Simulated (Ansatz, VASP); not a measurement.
One calculation of Al, two programs

Contents of INCAR:

```
SYSTEM = Al
ALGO = Normal
EDIFF = 1E-6
ENCUT = 520
GGA = PE
ISIF = 2
ISMEAR = -1
LASPH = .True.
LCHARG = .True.
LELF = .True.
LREAL = .False.
LVHAR = .True.
LWAVE = .False.
NBANDS = 8
NELM = 80
PREC = Accurate
SIGMA = 0.05
```

File KPOINTS:

```
k-points
0
Gamma
  12 12 12
  0 0 0
```

POSCAR

```
Al
1.0
   -1.6224269796      1.6224269796      1.6224269796
    1.6224269796     -1.6224269796      1.6224269796
    1.6224269796      1.6224269796     -1.6224269796
Al
1
Direct
    0.0000000000      0.0000000000      0.0000000000
```

File input.yaml:

```yaml
crystal:
  lattice:
    - [-1.6224269796, 1.6224269796, 1.6224269796]
    - [1.6224269796, -1.6224269796, 1.6224269796]
    - [1.6224269796, 1.6224269796, -1.6224269796]
  atoms:
    - { symbol: Al, position: [0.0, 0.0, 0.0] }
kpoints:
  mp_grid: { grid: [12, 12, 12] }
scf:
  occupations: { method: fermi_dirac, width: 0.05 }
hamiltonian:
  xc: pbe
  pseudopotentials: { kind: all_electron, lapw: { basis_error: 0.0005 } }
output:
  forces: true
  stress: true
  eigenvalues: true
```

Change from the starting cell: volume scaled by 1.06.

Alike in both runs: task single point; functional PBE; k mesh 12 × 12 × 12; occupations fermi-dirac, width 0.05 eV; no spin polarisation.

```csv
,VASP,Ansatz
version,VASP 6.6.1,Ansatz 0.2.0
potentials or method,"VASP PAW PBE potentials, release 64 (Al)","all-electron LAPW, scalar-relativistic"
plane-wave cutoff (eV),520,see its input
```

|  | VASP | Ansatz | Ansatz less VASP |
| --- | --- | --- | --- |
| gap on the k mesh at the Fermi level (eV) | none | none | - |
| pressure (GPa) | -0.6 | -0.6 | +0.03 |

A gap of «none» marks a metal or a gap that the smearing closes. Ansatz ran all-electron here, so the differences hold the error of VASP's frozen core and of both bases.
